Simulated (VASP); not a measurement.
A run of VASP 6.6.1:

Contents of INCAR:

```
PREC = Accurate
ENCUT = 600
EDIFF = 1E-6
ISMEAR = 0
SIGMA = 0.02
LREAL = False
LASPH = True
NELM = 60
ALGO = Normal
ISIF = 3
LWAVE = False
LCHARG = False
GGA = PE
IBRION = 2
NSW = 100
EDIFFG = -0.005
```

The input KPOINTS:

```
Automatic mesh
0
Gamma
  6 6 6
```

File POSCAR:

```
CsI
1.0
    4.5667000000      0.0000000000      0.0000000000
    0.0000000000      4.5667000000      0.0000000000
    0.0000000000      0.0000000000      4.5667000000
Cs I
1 1
Direct
    0.0000000000      0.0000000000      0.0000000000
    0.5000000000      0.5000000000      0.5000000000
```

Potentials or basis: VASP PAW PBE potentials, release 64 (Cs_sv, I).

The run is started by

```sh
$ cat potpaw_PBE.64/Cs_sv/POTCAR potpaw_PBE.64/I/POTCAR > POTCAR
$ mpirun -np 1 vasp_std > vasp.out
```

Hardware: 1 thread of Intel(R) Xeon(R) Platinum 8488C (Sapphire Rapids) (shared host).

Q: Estimate the wall time of this run.

A: Run time: 41 s on 1 thread of Intel(R) Xeon(R) Platinum 8488C (Sapphire Rapids), with other jobs on the host, peak memory 0.22 GiB. Counts: scf iterations 38, k points 20, ion steps 4.
